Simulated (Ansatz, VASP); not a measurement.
# ZnO (zincite): VASP beside Ansatz, part 2 of 2

Aim: how closely do two programs agree when they are given the same cell, functional and k mesh?

VASP 6.6.1 and Ansatz 0.2.0.

So far: Starting point; VASP: relaxation of cell and atoms, r2SCAN with rVV10.

### Step 3. Ansatz: relaxation of cell and atoms, r2SCAN with rVV10

Level of this step: Ansatz beside VASP: Kohn-Sham DFT, plane waves, r2SCAN with rVV10 (Ansatz).

Ansatz runs on its default PAW (the set named soft_2) files.

The same cell, functional, mesh and smearing now go to Ansatz, which takes its cutoff from its data sets.

The input, input.yaml:

```yaml
crystal:
  lattice:
    - [3.249308, 0.0, 0.0]
    - [-1.624654, 2.8139832727, 0.0]
    - [0.0, 0.0, 5.205709]
  atoms:
    - { symbol: Zn, position: [0.3333333333, 0.6666666667, 0.5] }
    - { symbol: Zn, position: [0.6666666667, 0.3333333333, 0.0] }
    - { symbol: O, position: [0.6666666667, 0.3333333333, 0.37901] }
    - { symbol: O, position: [0.3333333333, 0.6666666667, 0.87901] }
hamiltonian:
  xc: r2scan
  pseudopotentials: { kind: paw }
  dispersion: rvv10
kpoints:
  mp_grid: { grid: [8, 8, 5] }
scf:
  occupations: { method: fermi_dirac, width: 0.05 }
relax:
  f_tol: 0.01
  max_steps: 60
  cell: { stress_tol: 0.05 }
output:
  forces: true
  stress: true
```

Launch:

```sh
$ ansatz run input.yaml --threads 4 --pin off --max-ram 9216MiB --backend cpu --events-out ev --progress --plain --runs-dir out
```

Numbers of over 12 decimals in the logs are rounded to 6 here.

The log of the run:

```text
Engine: ansatz 0.2.0, x86_64-unknown-linux-gnu
Pseudopotentials: kind: paw
Pseudopotential: Zn, paw, valence charge 12, recommended cutoff 500 eV (meta_gga), Zn.paw.azcp
Pseudopotential: O, paw, valence charge 6, recommended cutoff 500 eV (meta_gga), O.paw.azcp
Functional definition: r2SCAN+rVV10
  parameter k0 = 0.174
  parameter k1 = 0.065
  parameter a1 = 4.9479
  exchange = r2scan_x(k0 = k0, k1 = k1, a1 = a1)
  correlation = r2scan_c + rvv10(11.95, 0.0093)
Crystal: 4 atoms, lattice volume = 47.598 Å³
Basis set: ecut = 500 eV, 1213 PW (Γ), exchange–correlation on 108×108×180 points (64 copies of the dense FFT grid, shifted against one another)
Bands: 22, of which v1, the nominal top of the filled ones, is band 18 counted from 1 (17 counted from 0)
Symmetry: 12 space group operations
Space group: P63mc (ITA 186), of the structure as read, at distance tolerance 3.6e-5 Å
k-points: 30 of 320 (time reversal used)
Non-local potential: Zn, projectors of the file, l = 0: 2, l = 1: 2, l = 2: 3, l = 3: 1
Non-local potential: O, projectors of the file, l = 0: 2, l = 1: 2, l = 2: 1
PAW form: soft (Blöchl's): semilocal exchange-correlation on the pseudo side does not see the compensation charge
rVV10 density: all electrons in the spheres
PAW frozen core: Zn, regenerated for the run's functional (the file was generated under x = pbe(κ = 0.804, μ = 0.219515), c = pbe(β = 0.066725))
PAW frozen core: O, regenerated for the run's functional (the file was generated under x = pbe(κ = 0.804, μ = 0.219515), c = pbe(β = 0.066725))
PAW one-centre angular grid: Zn, 590 points (default); XC on 261 of its mesh's 2673 points in the sphere
PAW one-centre angular grid: O, 302 points (default); XC on 160 Gauss nodes
Initial density: superposition of atomic densities (neutral atoms: chi_scale 0, normalization atom), corrected by the library's trained network
Initial wavefunctions: pseudopotential atomic-orbital guess
Functional: x = r2scan, c = r2scan + rvv10(b = 11.95, C = 0.0093); τ floored in thin density (d = 2e-4 eV/Å³)
SCF iter   1: F=—  HF=-7787.031954 eV  |F-HF|=—  |Δ(HF+E_count)|=         —  Δρ=1.87e-2  dr2=7.52e-2  dr2_τ=9.08e-2  ethr=1.77e-3  ⟨swp⟩=5.8  Hψ=2939  notcnv=0
preconditioner: auto → Resta (q_TF=auto, 2.604 Å⁻¹)  ε∞=6.6  [insulator: Δε(μ)=1.289 eV  Ē_g=13.590 eV  σ=0.050 eV  W_gap=1.00  n_scr=22 (ndim 8)  ℏωp=32.3 eV  f_vac=0.037  D(μ)=0.00/eV (n_scr^D=0)  ε∞_Penn≈6.6]
SCF iter   2: F=—  HF=-7787.061200 eV  |F-HF|=—  |Δ(HF+E_count)|=   2.92e-2  Δρ=4.55e-3  dr2=7.88e-3  dr2_τ=5.64e-4  ethr=2.09e-4  ⟨swp⟩=2.3  Hψ=1508  notcnv=0
SCF iter   3: F=—  HF=-7787.058752 eV  |F-HF|=—  |Δ(HF+E_count)|=   2.45e-3  Δρ=4.44e-3  dr2=4.46e-3  dr2_τ=1.74e-4  ethr=2.19e-5  ⟨swp⟩=2.0  Hψ=1260  notcnv=0
SCF iter   4: F=—  HF=-7787.058005 eV  |F-HF|=—  |Δ(HF+E_count)|=   7.47e-4  Δρ=1.26e-3  dr2=5.04e-4  dr2_τ=1.54e-5  ethr=1.24e-5  ⟨swp⟩=1.0  Hψ=660  notcnv=0
SCF iter   5: F=—  HF=-7787.057915 eV  |F-HF|=—  |Δ(HF+E_count)|=   9.00e-5  Δρ=2.62e-4  dr2=1.73e-5  dr2_τ=2.84e-6  ethr=1.40e-6  ⟨swp⟩=2.4  Hψ=1213  notcnv=0
SCF iter   6: F=—  HF=-7787.057930 eV  |F-HF|=—  |Δ(HF+E_count)|=   1.46e-5  Δρ=1.09e-4  dr2=6.53e-6  dr2_τ=2.29e-7  ethr=4.82e-8  ⟨swp⟩=2.0  Hψ=1131  notcnv=0
SCF iter   7: F=—  HF=-7787.057928 eV  |F-HF|=—  |Δ(HF+E_count)|=   1.26e-6  Δρ=2.42e-5  dr2=2.15e-7  dr2_τ=3.30e-8  ethr=1.81e-8  ⟨swp⟩=2.2  Hψ=1131  notcnv=0
SCF iter   8: F=-7787.057928 eV  HF=-7787.057928 eV  |F-HF|=3.18e-8  |Δ(HF+E_count)|=   2.53e-8  Δρ=1.04e-5  dr2=4.59e-8  dr2_τ=1.77e-9  ethr=2.78e-10  ⟨swp⟩=4.0  Hψ=2365  notcnv=0
SCF 1 converged in 8 iterations: F = -7787.057928 eV  dr2 = 4.59e-8
  greatest PAW one-centre occupation: 0.987 electrons in one spin orbital (limit 2), on the Zn atom at site 1 (counted from 0), in its partial waves of l = 2
relax step   1: F+E_penalty+E_count = -7787.05792824 eV  Δ(F+E_penalty+E_count) = +0.000e0 eV  max|allowed force component| = 6.958e-2 eV/Å  Δτ_max = 0.0000 Å  P = -2.471 GPa  Ω = 47.598 Å³  (8 SCF iters, dr2 threshold 1.00e-7 eV, accepted)
[...]
relax step   2: F+E_penalty+E_count = -7787.06362549 eV  Δ(F+E_penalty+E_count) = -5.697e-3 eV  max|allowed force component| = 4.984e-2 eV/Å  Δτ_max = 0.0004 Å  P = -1.187 GPa  Ω = 47.181 Å³  energy of the carried Pulay correction = +2.620e-4 eV  (6 SCF iters, dr2 threshold 4.00e-7 eV, accepted)
[...]
relax step   3: F+E_penalty+E_count = -7787.06564156 eV  Δ(F+E_penalty+E_count) = -2.016e-3 eV  max|allowed force component| = 1.356e-2 eV/Å  Δτ_max = 0.0001 Å  P = +0.059 GPa  Ω = 46.794 Å³  energy of the carried Pulay correction = +5.068e-4 eV  (6 SCF iters, dr2 threshold 4.00e-7 eV, accepted)
[...]
relax step   4: F+E_penalty+E_count = -7787.06567071 eV  Δ(F+E_penalty+E_count) = -2.915e-5 eV  max|allowed force component| = 7.770e-3 eV/Å  Δτ_max = 0.0010 Å  P = +0.049 GPa  Ω = 46.797 Å³  energy of the carried Pulay correction = +5.050e-4 eV  (5 SCF iters, dr2 threshold 2.71e-8 eV, accepted)
[...]
relax step   5: F+E_penalty+E_count = -7787.06567398 eV  Δ(F+E_penalty+E_count) = -3.261e-6 eV  max|allowed force component| = 1.547e-4 eV/Å  Δτ_max = 0.0008 Å  P = +0.001 GPa  Ω = 46.811 Å³  energy of the carried Pulay correction = +4.958e-4 eV  (5 SCF iters, dr2 threshold 2.34e-8 eV, accepted)
[...]
relax step   6: F+E_penalty+E_count = -7787.06519842 eV  Δ(F+E_penalty+E_count) = +4.756e-4 eV  max|allowed force component| = 2.120e-4 eV/Å  Δτ_max = 0.0000 Å  P = +0.000 GPa  Ω = 46.811 Å³  stress off target by 7.68e-4 GPa  SCF on the basis re-selected at this cell (its energy is not comparable with the rows above)  (6 SCF iters)
basis re-selected at this cell: Δ(F+E_penalty+E_count) = +4.756e-4 eV, ΔP = -0.001 GPa vs the last step (what re-selecting the basis moved, of the pressure what is left beyond the Pulay correction that the steps carried, after the strain that the cell walked since its last selection, with what the two solves' SCF thresholds leave and, on support functions, any second-order correction that the steps lacked; it is no m [...]
SCF converged after 6 iterations
Free energy (F): -7787.065198 eV
Harris-Foulkes:  -7787.065198 eV  (|F-HF|=1.82e-11)
Internal energy: -7787.065198 eV  (E = F + TS)
E sigma→0 (E₀):  -7787.065198 eV
Entropy (-TS):   -0.000000 eV (-0.000 meV/atom)
Fermi energy:    7.724713 eV
--- Per-component energies (eV) ---
  E_band       = 53.088504
  E_kinetic    = 612.994862
  E_local      = -3990.190569  (includes V_loc(G=0)·N_el)
  E_nonlocal   = 1342.063030
  E_hartree    = 1646.495857
  E_xc         = -390.153806
  E_vxc        = -315.150242  (∫ρ·V_xc dr)
  E_paw        = -4028.584200  (= ΣΔE_a)
  E_vpaw       = -908.762980  (= ΣTr[D̂ρ^β])
  E_aug_tail   = 0.001502  (compensation charges beyond the density's cutoff)
  E_vtau       = 19.141364  (kinetic-family band-sum trace: ∫τ·v_τ [+ j·A + Jᵃ·Aᵃ] dr)
  E_ewald      = -2979.262755
  E_core_change = -0.429119  (= ΣΔE_core)
  E_smearing   = -0.000000  (= −TS)
  E_closure    = -0.000000  (closes the sum)
  Σ components = -7787.065198   (vs F -7787.065198, Δ=0.00e0)
--- Forces (eV/Å), atoms counted from 1 ---
  atom   1  Zn     0.00000000     0.00000000    -0.00022585
  atom   2  Zn    -0.00000000    -0.00000000    -0.00022585
  atom   3  O     -0.00000000     0.00000000     0.00019817
  atom   4  O     -0.00000000    -0.00000000     0.00019817
  max |Σ_I F_I| component: 5.54e-5 eV/Å
--- Stress (GPa, compression-positive) ---
        0.000529       0.000000       0.000000
       -0.000000       0.000529       0.000000
        0.000000       0.000000      -0.000768
  P = ⅓ Tr σ = 0.0001 GPa (0.001 kbar)
--- Relaxed structure (5 steps of the walk, 5 accepted, 1 SCFs on fresh bases) ---
  F+E_penalty+E_count = -7787.06519842 eV   max|allowed force component| = 2.120e-4 eV/Å   (the final SCF, on the basis selected at the relaxed cell)
  cell:  # Å, volume = 46.8112 Å³
    - [3.225285, 0.0, 0.0]
    - [-1.612642, 2.793179, -4.80420558939382e-19]
    - [0.0, -8.887507085453487e-19, 5.196166]
  atoms:
    - { symbol: Zn, position: [0.333333, 0.666667, 0.499728] }
    - { symbol: Zn, position: [0.666667, 0.333333, -0.000272173] }
    - { symbol: O, position: [0.666667, 0.333333, 0.379282] }
    - { symbol: O, position: [0.333333, 0.666667, 0.879282] }
```

Elapsed: 7.2 s, on 4 threads of Intel Xeon 6975P-C (Granite Rapids), shared host; peak memory 0.69 GiB; 26 s of CPU time.

### Step 4. Side by side

Known differences besides the potentials themselves: VASP keeps PBE cores, Ansatz makes them for the functional; both relaxations stop at a tolerance, which leaves soft axes loose, and VASP keeps its plane-wave basis; the cutoff is 500 eV in Ansatz and 560 eV in VASP; Ansatz adds a Pulay correction to the stress that steers its cell, VASP none. Total energies have different zeros and are not compared.

The two programs side by side:

```csv
quantity,Ansatz,VASP,difference
volume (Å³),46.81,47.10,-0.62 %
"edge a after relaxation, in the typed setting (Å)",3.225,3.232,-0.22 %
"edge c after relaxation, in the typed setting (Å)",5.196,5.205,-0.18 %
```

The walks stopped with 0.00 GPa left in Ansatz and 0.09 GPa in VASP; each walk ends within a tolerance, so the volume difference is uncertain by about these residues over the bulk modulus, most in soft cells.

### Step 5. VASP: relaxation of cell and atoms, PBE with D4

The relaxed volume is the usual yardstick between codes: its relative difference is about their pressure difference at one cell divided by the bulk modulus.

The input, INCAR:

```
SYSTEM = ZnO
PREC = Accurate
ENCUT = 560
EDIFF = 1E-06
NELM = 100
ISMEAR = -1
SIGMA = 0.05
LREAL = .FALSE.
ALGO = Normal
GGA = PE
IVDW = 13
NBANDS = 24
LORBIT = 11
LWAVE = .FALSE.
LCHARG = .FALSE.
KPAR = 4
IBRION = 2
NSW = 60
ISIF = 3
EDIFFG = -0.01
```

The input, POSCAR:

```
ZnO
1.0
    3.2493080000      0.0000000000      0.0000000000
   -1.6246540000      2.8139832727      0.0000000000
    0.0000000000      0.0000000000      5.2057090000
Zn O
2 2
Direct
    0.3333333333      0.6666666667      0.5000000000
    0.6666666667      0.3333333333      0.0000000000
    0.6666666667      0.3333333333      0.3790100000
    0.3333333333      0.6666666667      0.8790100000
```

The input, KPOINTS:

```
Automatic mesh
0
Gamma
8 8 5
0 0 0
```

The projector-augmented-wave data sets are Zn and O (PBE family, release 64).

Launch:

```sh
$ mpirun -np 4 vasp_std
```

The log of the run:

```text
[banner, memory and clock lines left out]
running    4 mpi-ranks, on    1 nodes
[...]
LDA part: xc-table for (Slater+PW92), standard interpolation
 POSCAR, INCAR and KPOINTS ok, starting setup
[...]
entering main loop
       N       E                     dE             d eps       ncg     rms          rms(c)
DAV:   1     0.298488915314E+03    0.29849E+03   -0.19584E+04  1448   0.231E+03
DAV:   2     0.792050707354E+01   -0.29057E+03   -0.27576E+03  1568   0.441E+02
DAV:   3    -0.206052152272E+02   -0.28526E+02   -0.28323E+02  1624   0.144E+02
DAV:   4    -0.210619228244E+02   -0.45671E+00   -0.45644E+00  1744   0.192E+01
[...]
DAV:  12    -0.178188991996E+02   -0.54444E-04   -0.82795E-05  1760   0.119E-01    0.308E-02
DAV:  13    -0.178188945679E+02    0.46317E-05   -0.22588E-05  1912   0.971E-02    0.107E-02
DAV:  14    -0.178188937475E+02    0.82040E-06   -0.95822E-06  1680   0.371E-02
   1 F= -.18773250E+02 E0= -.18773248E+02  d E =-.187733E+02
[... from here on, the cycles between the ionic steps are left out ...]
   2 F= -.18779477E+02 E0= -.18779474E+02  d E =-.622703E-02
   3 F= -.18781050E+02 E0= -.18781046E+02  d E =-.779928E-02
   4 F= -.18781046E+02 E0= -.18781042E+02  d E =-.779523E-02
   5 F= -.18781101E+02 E0= -.18781098E+02  d E =-.552188E-04
   6 F= -.18781109E+02 E0= -.18781106E+02  d E =-.634159E-04
   7 F= -.18781152E+02 E0= -.18781148E+02  d E =-.425286E-04
   8 F= -.18781187E+02 E0= -.18781184E+02  d E =-.779269E-04
[...]
reached required accuracy - stopping structural energy minimisation
```

From OUTCAR (step 5):

```text
  Edisp (eV):   -0.93583

  Total       0.00078     0.00078    -0.03614     0.00000     0.00000    -0.00000
  in kB       0.02594     0.02594    -1.19444     0.00000     0.00000    -0.00000
  external pressure =       -0.38 kB  Pullay stress =        0.00 kB

 POSITION                                       TOTAL-FORCE (eV/Angst)
 -----------------------------------------------------------------------------------
     -0.00000      1.88224      2.63366        -0.000000     -0.000000      0.006529
      1.63007      0.94112      0.00022         0.000000     -0.000000      0.006529
      1.63007      0.94112      1.99598        -0.000000      0.000000     -0.006529
     -0.00000      1.88224      4.62943         0.000000      0.000000     -0.006529
 -----------------------------------------------------------------------------------
    total drift:                                0.000000      0.000000     -0.000721

  FREE ENERGIE OF THE ION-ELECTRON SYSTEM (eV)
  ---------------------------------------------------
  free  energy   TOTEN  =       -18.7811869269 eV

  energy  without entropy=      -18.7811803708  energy(sigma->0) =      -18.78118365

[... 2 parts as in an earlier step ...]

[... 2 further parts left out ...]
[key lines of the parts left out:]
E-fermi :   1.4569
```

### Step 6. Ansatz: relaxation of cell and atoms, PBE with D4

The same cell, functional, mesh and smearing now go to Ansatz, which takes its cutoff from its data sets.

input.yaml, as its differences from that of step 3:

```diff
@@ -11,5 +11,5 @@
 hamiltonian:
-  xc: r2scan
+  xc: pbe
   pseudopotentials: { kind: paw }
-  dispersion: rvv10
+  dispersion: d4
 kpoints:
```

Launch:

```sh
$ ansatz run input.yaml --threads 4 --pin off --max-ram 9216MiB --backend cpu --events-out ev --progress --plain --runs-dir out
```

The log of the run:

```text
[...]
Crystal: 4 atoms, lattice volume = 47.598 Å³
Basis set: ecut = 420 eV, 941 PW (Γ), exchange–correlation on 48×48×72 points (8 copies of the dense FFT grid, shifted against one another)
Bands: 22, of which v1, the nominal top of the filled ones, is band 18 counted from 1 (17 counted from 0)
Symmetry: 12 space group operations
[...]
k-points: 30 of 320 (time reversal used)
[...]
cell:  # Å, volume = 48.0955 Å³
    - [3.251942, 0, 0]
    - [-1.625971, 2.816265, 5.00837725365706e-19]
    - [0, 9.265213051408466e-19, 5.251561]
  atoms:
    - { symbol: Zn, position: [0.333333, 0.666667, 0.500070] }
    - { symbol: Zn, position: [0.666667, 0.333333, 6.97903685419906e-5] }
    - { symbol: O, position: [0.666667, 0.333333, 0.378940] }
    - { symbol: O, position: [0.333333, 0.666667, 0.878940] }
[key lines of the parts left out:]
SCF converged after 7 iterations
Free energy (F): -7774.624494 eV
Fermi energy:    7.499407 eV
P = ⅓ Tr σ = 0.0054 GPa (0.054 kbar)
```

Elapsed: 9.4 s, on 4 threads; peak memory 0.51 GiB.

### Step 7. Differences

What differs besides the data sets and the points named for the pairs above, as far as they apply: the cutoff is 420 eV in Ansatz and 560 eV in VASP; VASP leaves aspherical gradient terms in its spheres out (LASPH is not set), Ansatz keeps them. Total energies have different zeros and are not compared.

The two programs side by side:

```csv
quantity,Ansatz,VASP,difference
volume (Å³),48.10,48.48,-0.79 %
"edge a after relaxation, in the typed setting (Å)",3.252,3.260,-0.25 %
"edge c after relaxation, in the typed setting (Å)",5.252,5.267,-0.29 %
```

The walks stopped with 0.01 GPa left in Ansatz and -0.04 GPa in VASP; each walk ends within a tolerance, so the volume difference is uncertain by about these residues over the bulk modulus, most in soft cells.

### Step 8. What came out

- difference in volume (relaxation of cell and atoms, r2SCAN with rVV10): -0.62 %
- difference in volume (relaxation of cell and atoms, PBE with D4): -0.79 %

**Reading.** The difference in volume is -0.79 % (relaxation of cell and atoms, PBE with D4), within the 1.2 % picked in this series as the mark of a large difference, as far as the stopping tolerances let one tell. How closely two codes agree says nothing of how well the functional describes the real material.

[Lines on the potential files, build, host, timing and source positions are cut from VASP's logs without a mark.]

[Logs are printed without paths, hosts, clocks, repeated set-up lines and the standing remarks that a program may print on its own settings, such as how far it seeks lower states.]

[Hosts, paths, dates, database ids (printed as entryN), source tags and the programs' standing remarks are cut or masked in the printed files.]
